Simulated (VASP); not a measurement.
Here is a VASP 6.6.1 calculation.

POSCAR

```
H18CO10
1.0
    6.7165700000      0.0000000000      0.0000000000
    0.0000000000      6.7165700000      0.0000000000
    0.0000000000      0.0000000000      6.7165700000
O H C
10 18 1
Direct
    0.5580526965      0.8296496575      0.9073678976
    0.1289199696      0.4973074054      0.0404968607
    0.4258274685      0.2394376892      0.4399715926
    0.9069212411      0.3565659258      0.3420644764
    0.8783203331      0.0562787256      0.6659649196
    0.3689829779      0.1974073076      0.8601563000
    0.9330208723      0.5810257319      0.7273206413
    0.5744449920      0.4414604478      0.1120065748
    0.0934405508      0.8410245110      0.4084525286
    0.0079058210      1.0187342647      0.1395950612
    0.4835354951      0.9480434210      0.8794220860
    0.6877766479      0.8539924396      0.8401014208
    0.0359856296      0.5203697721     -0.0775395775
    0.2099583567      0.3867747973      0.0067296254
    0.5189553597      0.1334312007      0.4078867636
    0.4349690393      0.3444317561      0.3420644764
    1.0126746241      0.4244130561      0.2627084956
    0.9011593715      0.2235367159      0.2877808167
    0.9035415398      0.1927918566      0.6143463107
    0.9864261074      0.0470627121      0.7675197311
    0.4832675011      0.2704356539      0.9021122388
    0.3593500849      0.2022758640      0.7128043034
    0.8361261775      0.5922963656      0.6269122484
    1.0511019762      0.5710950679      0.6460887030
    0.6932556349      0.4225668757      0.1932831788
    0.5813830571      0.5691744447      0.0585566740
   -0.0042879029      0.9221820066      0.4937639301
    0.2554428823      0.8482603472      0.1526076554
    0.1228603290      0.9091843009      0.2285094922
```

The input INCAR.step1:

```
SYSTEM = H18CO10
PREC = Accurate
ENCUT = 520
ISMEAR = -1
SIGMA = 0.02
LREAL = Auto
LASPH = .True.
NELM = 100
NBANDS = 61
GGA = PE
ALGO = Normal
EDIFF = 1E-4
LWAVE = .True.
LCHARG = .False.
```

INCAR.step2

```
SYSTEM = H18CO10
PREC = Accurate
ENCUT = 520
EDIFF = 1E-6
ISMEAR = -1
SIGMA = 0.02
LREAL = Auto
LASPH = .True.
NELM = 100
ALGO = Normal
ISIF = 2
LWAVE = .False.
LCHARG = .False.
METAGGA = R2SCAN
LMIXTAU = .True.
IVDW = 12
VDW_S6 = 1.0
VDW_S8 = 0.78981345
VDW_A1 = 0.49484001
VDW_A2 = 5.73083694
NBANDS = 61
ISTART = 1
```

File KPOINTS:

```
Automatic mesh
0
Gamma
  1 1 1
  0 0 0
```

Potentials or basis: VASP PAW PBE potentials, release 64 (O, H, C).

Run with:

```sh
$ cat potpaw_PBE.64/O/POTCAR potpaw_PBE.64/H/POTCAR potpaw_PBE.64/C/POTCAR > POTCAR
$ cp INCAR.step1 INCAR
$ mpirun -np 1 vasp_gam > vasp.out
$ cp INCAR.step2 INCAR
$ mpirun -np 1 vasp_gam > vasp.out
```

Task: What does it give for the band gap on the k mesh?

Result: 5.14 eV, direct.

Task: Estimate the pressure.

Result: -0.2 GPa.

Forces in eV/Å, atoms in the order of the input:
```
O    1.772 -0.842 -0.506
O   -1.425  1.249 -0.349
O   -0.222 -0.730  0.816
O   -0.060  0.762  0.588
O    1.699  0.866  0.310
O   -1.234 -0.993 -1.272
O    0.911  0.159  0.085
O   -0.181 -2.054  0.880
O    0.081  0.020  1.283
O   -0.156  0.354 -0.007
H   -0.551  0.826  0.021
H   -1.135 -0.129  0.699
H    0.912 -0.390  1.708
H    0.708 -0.974 -0.508
H   -0.256  0.598 -0.210
H    0.358 -0.053 -0.523
H   -0.427 -0.339 -0.263
H    0.383 -0.449 -0.500
H   -0.534 -0.636 -0.006
H   -1.016 -0.143 -0.310
H    0.805  0.718  0.325
H    0.457  0.364  0.742
H   -1.483 -0.104 -0.790
H    0.376  0.091 -0.014
H    0.373  0.039  0.030
H   -0.119  2.279 -0.955
H    0.231 -0.272 -0.603
H   -0.118 -0.026  0.417
C   -0.148 -0.190 -1.088
```

Caveat: the standard files for N, O and F lose accuracy on very short bonds; the PAW data sets were made with another functional, which shifts forces and pressure a little. r2SCAN opens gaps a little over a GGA but as a rule still falls short of measured ones.
